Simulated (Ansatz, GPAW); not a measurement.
# HfC: programs and potentials compared

```
CELL_PARAMETERS angstrom
0.00000 2.32500 2.32500
2.32500 0.00000 2.32500
2.32500 2.32500 0.00000
ATOMIC_POSITIONS crystal
Hf 0.50000 0.50000 0.50000
C 0.00000 0.00000 0.00000
```

Alike in all runs: task single point; functional PBE; k mesh 10 × 10 × 10; occupations gaussian, width 0.025 eV; no spin polarisation; no spin-orbit coupling. Pressure is positive in compression and, in plane waves, holds the error of the finite cutoff, which Ansatz's Pulay term estimates and takes out.

| program and potentials | plane-wave cutoff (eV) | notes | band gap (eV) | pressure (GPa) |
| --- | --- | --- | --- | --- |
| Ansatz, Ansatz PAW | 420 | 15 valence electrons an atom on average; Pulay term of +0.24 GPa included | no gap | 0.21 |
| Ansatz, all-electron LAPW, scalar-relativistic | - | - | no gap | 0.26 |
| GPAW, GPAW PAW data sets (gpaw-data 1.2.1) | 800 | 8 valence electrons an atom on average | no gap | 1.27 |

None finds a gap. The pressure spans 0.21 (Ansatz, Ansatz PAW) to 1.27 GPa (GPAW, GPAW PAW data sets (gpaw-data 1.2.1)), with all-electron results at 0.26.

The functional is the same throughout but for its coding, so the spread measures potentials, basis and numerics; runs on potential files found faulty are left out.

All three calculations give metallic HfC, as expected for a group 4 carbide. Its valence electrons largely fill the bonding states formed from C 2p and Hf 5d orbitals, and the Fermi level falls near a minimum in the density of states between these and the mainly metal-d states above. Covalent mixing thus depletes the states at the Fermi level without opening a gap.

The positive pressures place the cell slightly inside the PBE equilibrium volume in every run. Because strong Hf–C bonds make the carbide very stiff, even the 1.27 GPa from GPAW corresponds to only a small change in lattice parameter. Ansatz PAW, at 0.21 GPa, lies close to the all-electron value of 0.26 GPa; the higher GPAW result may reflect its smaller valence space, which probably leaves the Hf 4f shell in the frozen core, or other details of the data sets. Agreement in pressure at this single volume does not establish equal bulk moduli, which depend on how the pressure changes with compression.
